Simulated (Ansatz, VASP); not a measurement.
# One calculation of MgB, two programs

INCAR

```
SYSTEM = MgB
PREC = Accurate ; ENCUT = 520
EDIFF = 1E-7 ; ISMEAR = -1
SIGMA = 0.05 ; LREAL = .False.
LASPH = .True. ; NELM = 80
ALGO = Normal ; ISIF = 2
LWAVE = .False. ; LCHARG = .False.
GGA = PE ; NBANDS = 10
```

The input KPOINTS:

```
Automatic mesh
0
Gamma
  8 8 8
  0 0 0
```

The input POSCAR:

```
MgB
1.0
    2.9241015000      0.0000000000      0.0000000000
    0.0000000000      2.9241015000      0.0000000000
    0.0000000000      0.0000000000      2.8951500000
Mg B
1 1
Direct
    0.0000000000      0.0000000000      0.0000000000
    0.5000000000      0.5000000000      0.5000000000
```

The input input.yaml:

```yaml
crystal:
  lattice:
    - [2.9241015, 0.0, 0.0]
    - [0.0, 2.9241015, 0.0]
    - [0.0, 0.0, 2.89515]
  atoms:
    - { symbol: Mg, position: [0.0, 0.0, 0.0] }
    - { symbol: B, position: [0.5, 0.5, 0.5] }
hamiltonian:
  xc: pbe
  pseudopotentials: { kind: paw }
kpoints:
  mp_grid: { grid: [8, 8, 8] }
scf:
  occupations: { method: fermi_dirac, width: 0.05 }
output:
  forces: true
  stress: true
  eigenvalues: true
```

The cell was built by a generator and needn't be a form met in nature.

Alike in both runs: task single point; functional PBE; k mesh 8 × 8 × 8; occupations fermi-dirac, width 0.05 eV; no spin polarisation.

|  | VASP | Ansatz |
| --- | --- | --- |
| version | VASP 6.6.1 | Ansatz 0.2.0 |
| potentials or method | VASP PAW PBE potentials, release 64 (Mg, B) | Ansatz PAW |
| plane-wave cutoff (eV) | 520 | 420 |
| valence electrons in the cell | 5 | 13 |

Ansatz gave:

```
gap on the k mesh at the Fermi level (eV)       : none
pressure (GPa)                                  : -1.0
largest component of the traceless stress (GPa) : 0.20
```

Estimate VASP's values.

gap on the k mesh at the Fermi level (eV): none; pressure (GPa): -1.3; largest component of the traceless stress (GPa): 0.20.

A gap of «none» marks a metal or a gap that the smearing closes. With one functional, cell and mesh, what is left measures potentials, basis and numerics. The two sets of potentials don't hold the same shells in valence.
